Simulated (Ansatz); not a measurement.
The system is CoO.

```
Co O
1.0
     1.50547    0.86918    2.43993
    -1.50547    0.86918    2.43993
     0.00000   -1.73837    2.43993
Co O
1 1
Cartesian
  0.0000 0.0000 0.0000
  0.0000 0.0000 3.6599
```

The cell is a database's computed one.

Program: Ansatz 0.2.0. Alike in all runs: task band structure; potentials or basis Ansatz PAW; spin collinear, ferromagnetic start; cell as given; k mesh 11 × 11 × 11; cutoff (eV) 420; smearing fermi-dirac 0.05 eV.

Order these runs on this cell by their pressure, lowest first.
A. level LDA
B. level PBE
C. level PBEsol

A (-17.8 GPa), C (-9.1 GPa), B (0.0 GPa).

Caveats: a cell with one magnetic atom can't hold antiferromagnetic order, which such compounds often take; the PAW data sets come from PBE, with cores solved anew for the run's functional, which leaves a small shift of forces and pressure (some runs); so large a pressure means that the cell lies far from this level's equilibrium, or that cutoff or potentials fall short (some runs).
